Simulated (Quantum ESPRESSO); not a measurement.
Runs of Quantum ESPRESSO 7.5 on MoS2. Symmetry: R-3m, No. 166, trigonal system. The conventional cell has a = 3.171 Å, b = 3.171 Å, c = 18.345 Å, α = 90.00°, β = 90.00°, γ = 120.00°. Around Mo (site symmetry -3m) lie 6 S at 2.39 Å. Around S (site symmetry 3m) lie 3 Mo at 2.39 Å. Measurements of this composition are mostly on another form, of space group No. 194.

| task | level | potentials or basis | cell | form of the LDA correlation | gap on the mesh (eV) | pressure (GPa) | V0 of scaled cells (Å³/atom) | B0 (GPa) | largest force (eV/Å) |
| --- | --- | --- | --- | --- | --- | --- | --- | --- | --- |
| single point | PBEsol | GBRV 1.5 PBEsol | as given | - | none | 2.5 | - | - | 0.74 |
| band structure | LDA | GBRV 1.5 LDA | as given | PZ81 | none | -0.1 | - | - | (b) |
| equation of state | LDA | GBRV 1.5 LDA | as given | PZ81 | - | - | 17.76 | 153 | - |
| band structure | PBEsol | GBRV 1.5 PBEsol | as given | - | none | 2.5 | - | - | 0.74 |
| single point | PBEsol | GBRV 1.5 PBEsol | atoms moved at random, drawn with an rms of 0.05 Å | - | none | 3.4 | - | - | 1.33 |
| equation of state | PBEsol | GBRV 1.5 PBEsol | as given | - | - | - | 18.07 | (a) | - |

Alike in all rows: no spin polarisation; k mesh 10 × 10 × 10; cutoff (eV) 612; smearing fermi-dirac 0.05 eV.

Question: Estimate the missing entries.

Answer: (a) 145; (b) 0.58.

Caveats: the cell's inner coordinates are idealised or old, which leaves forces on the atoms; the cell was scaled at fixed shape and fractional positions, which overstates the stiffness of a crystal with free parameters, most of all of layers and chains (some runs); some levels on the path didn't converge (some runs).

A k mesh can miss the band edges, and the runs leave out spin-orbit coupling on Mo.

A gap of «none» marks a metal or a gap under the smearing width.
